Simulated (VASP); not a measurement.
A run of VASP 6.6.1 is set up as follows.

Contents of INCAR:

```
SYSTEM = Si2Mo
PREC = Accurate
ENCUT = 520
EDIFF = 1E-6
ISMEAR = -1
SIGMA = 0.05
LREAL = .FALSE.
LASPH = .TRUE.
NELM = 60
ALGO = Normal
ISIF = 2
LWAVE = .FALSE.
LCHARG = .FALSE.
LDIPOL = .TRUE.
IDIPOL = 3
DIPOL = 0.5 0.5 0.500
GGA = CX
LUSE_VDW = .TRUE.
AGGAC = 0.0
IBRION = 2
NSW = 40
EDIFFG = -0.01
```

The input KPOINTS:

```
regular mesh
0
G
  6 6 1
  0 0 0
```

Contents of POSCAR:

```
Si2Mo
1.0
    3.2000000000      0.0000000000      0.0000000000
    0.0000000000      3.2000000000      0.0000000000
    0.0000000000      0.0000000000     25.4865740000
Si Mo
6 3
Selective dynamics
Direct
    0.0000000000      0.0000000000      0.2942725845  F F F
    0.0000000000      0.0000000000      0.3972905107  F F F
    0.5000000000      0.5000000000      0.4484910369  F F F
    0.5000000000      0.5000000000      0.5515089631  T T T
    0.0000000000      0.0000000000      0.6027094893  T T T
    0.0000000000      0.0000000000      0.7057274155  T T T
    0.5000000000      0.5000000000      0.3457815476  F F F
    0.0000000000      0.0000000000      0.5000000000  T T T
    0.5000000000      0.5000000000      0.6542184524  T T T
```

Potentials or basis: VASP PAW PBE potentials, release 64 (Si, Mo_sv).

Launch:

```console
$ cat potpaw_PBE.64/Si/POTCAR potpaw_PBE.64/Mo_sv/POTCAR > POTCAR
$ mpirun -np 1 vasp_std > vasp.out
```

**Question.** Predict the band gap on the k mesh.

**Answer.** None (metal or under the smearing width).

**Question.** Predict the energy gained by relaxing.

**Answer.** 4.4 meV/atom.

Step by step:
```csv
step,energy change (eV),largest force (eV/Å),pressure (GPa)
1,0.0000,0.7038,-1.64
2,-0.0297,0.7121,-1.38
3,-0.0316,0.7145,-1.29
4,-0.0343,0.7111,-1.24
5,-0.0354,0.7070,-1.19
6,-0.0365,0.7106,-1.14
7,-0.0370,0.7156,-1.09
8,-0.0379,0.7163,-1.04
9,-0.0392,0.7192,-0.90
10,-0.0392,0.7195,-0.87
11,-0.0394,0.7207,-0.85
```

Caveat: the PAW data sets were made with another functional, which shifts forces and pressure a little.
